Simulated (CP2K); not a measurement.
# MnO2: equation of state with PBEsol

Crystal: MnO2.

```
CELL_PARAMETERS angstrom
2.85496 0.00000 0.00000
-1.42748 2.47246 0.00000
0.00000 0.00000 10.22174
ATOMIC_POSITIONS crystal
Mn 0.00000 0.00000 0.50000
Mn 0.00000 0.00000 0.00000
O 0.66667 0.33333 0.40686
O 0.66667 0.33333 0.09314
O 0.33333 0.66667 0.59314
O 0.33333 0.66667 0.90686
```

Measurements of this composition are mostly on another form, of space group No. 136.

```
Program                             : CP2K 2026.2
Task                                : equation of state
Functional                          : PBEsol
Potentials or basis                 : GTH_POTENTIALS Mn GTH-PBE-q15; POTENTIAL_UZH O GTH-PBE-q6; TZVP-MOLOPT-SR-GTH, TZVP-MOLOPT-PBE-GTH basis
Density cutoff                      : 8163 eV
k mesh                              : 11 × 11 × 3
Occupations                         : fermi-dirac, width 0.05 eV
Spin                                : collinear spin, ferromagnetic start
Starting moments                    : [4.0, 4.0, 0.0, 0.0, 0.0, 0.0] μB
SCF solver                          : diagonalisation with k points
Quickstep method                    : GPW
EPS_DEFAULT                         : 1.0E-10
EPS_SCF                             : 1.0E-6
MAX_SCF                             : 150
SCF_GUESS                           : ATOMIC
k points reduced by the point group : yes
Mesh centred on Gamma               : yes
CHOLESKY                            : OFF
EPS_EIGVAL                          : 1.0E-7
MIXING METHOD                       : PULAY_MIXING
MIXING ALPHA                        : 0.4
NBUFFER                             : 6
NGRIDS                              : 5
Basis sets                          : Mn TZVP-MOLOPT-SR-GTH-q15, O TZVP-MOLOPT-PBE-GTH-q6
Potentials                          : Mn GTH-PBE-q15 of GTH_POTENTIALS, O GTH-PBE-q6 of POTENTIAL_UZH
MULTIPLICITY of the start           : 9
ADDED_MOS                           : [24, 32]
REL_CUTOFF (Ry)                     : 60 Ry
MIXING BETA (1/bohr)                : 1.5 1/bohr
CUTOFF of the grids                 : 600 Ry
```

The equilibrium volume is 11.95 Å³/atom and the bulk modulus at fixed shape and positions is 183 GPa. The pressure derivative of the bulk modulus is 5.0.

Energy against volume, from the lowest point:
| volume (Å³/atom) | energy (meV/atom) |
| --- | --- |
| 11.304 | 22.21 |
| 11.544 | 8.25 |
| 11.785 | 1.00 |
| 12.025 | 0.00 |
| 12.266 | 4.12 |
| 12.507 | 13.03 |
| 12.747 | 26.19 |

All runs of the series together: 7.8 min on 4 threads of Arm Neoverse V2, on a shared host.

Caveat: the cell was scaled at fixed shape and fractional positions, which overstates the stiffness of a crystal with free parameters, most of all of layers and chains; the potentials were made for another functional, which shifts forces and pressure; the basis of atomic orbitals isn't converged, which shifts pressures, moduli and gaps.
